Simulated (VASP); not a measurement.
A run of VASP 6.6.1:

INCAR

```
SYSTEM = ZnS
PREC     = Accurate       ! precision mode
ENCUT    = 520            ! plane-wave cutoff, eV
EDIFF    = 1E-6           ! SCF threshold, eV
ISMEAR   = -1             ! smearing method
SIGMA    = 0.05           ! smearing width, eV
LREAL    = .False.        ! projectors in reciprocal space
LASPH    = .True.         ! aspherical terms in the spheres
NELM     = 100            ! most SCF steps
ALGO     = Normal         ! electronic algorithm
ISIF     = 2              ! what is computed and relaxed
LWAVE    = .False.        ! write WAVECAR
LCHARG   = .False.        ! write CHGCAR
GGA      = 91             ! functional
```

Contents of KPOINTS:

```
regular mesh
0
Gamma
  8 8 3
  0 0 0
```

File POSCAR:

```
ZnS
1.0
    3.8227000000      0.0000000000      0.0000000000
   -1.9113500000      3.3105553110      0.0000000000
    0.0000000000      0.0000000000     12.5200000000
Zn S
4 4
Direct
    0.6666666667      0.3333333333      0.7500000000
    0.3333333333      0.6666666667      0.2500000000
    0.0000000000      0.0000000000      0.5000000000
    0.0000000000      0.0000000000      0.0000000000
    0.6666666667      0.3333333333      0.9375000000
    0.3333333333      0.6666666667      0.4375000000
    0.0000000000      0.0000000000      0.6875000000
    0.0000000000      0.0000000000      0.1875000000
```

KPOINTS_OPT

```
path GMKGALHA,LM,KH
10
line-mode
reciprocal
 0.0000000000  0.0000000000  0.0000000000  G
 0.5000000000  0.0000000000  0.0000000000  M

 0.5000000000  0.0000000000  0.0000000000  M
 0.3333333333  0.3333333333  0.0000000000  K

 0.3333333333  0.3333333333  0.0000000000  K
 0.0000000000  0.0000000000  0.0000000000  G

 0.0000000000  0.0000000000  0.0000000000  G
 0.0000000000  0.0000000000  0.5000000000  A

 0.0000000000  0.0000000000  0.5000000000  A
 0.5000000000  0.0000000000  0.5000000000  L

 0.5000000000  0.0000000000  0.5000000000  L
 0.3333333333  0.3333333333  0.5000000000  H

 0.3333333333  0.3333333333  0.5000000000  H
 0.0000000000  0.0000000000  0.5000000000  A

 0.5000000000  0.0000000000  0.5000000000  L
 0.5000000000  0.0000000000  0.0000000000  M

 0.3333333333  0.3333333333  0.0000000000  K
 0.3333333333  0.3333333333  0.5000000000  H
```

Potentials or basis: VASP PAW PBE potentials, release 64 (Zn, S).

Run with:

```console
$ cat potpaw_PBE.64/Zn/POTCAR potpaw_PBE.64/S/POTCAR > POTCAR
$ mpirun -np 1 vasp_std > vasp.out
```

Hardware: 1 thread of AMD EPYC 9R14 (Zen 4), with other jobs on the host.

Question: Estimate the wall time of this run.

Answer: Run time: 5 min on 1 thread of AMD EPYC 9R14 (Zen 4) (shared host), peak memory 0.31 GiB. Counts: scf iterations 65, k points 20.
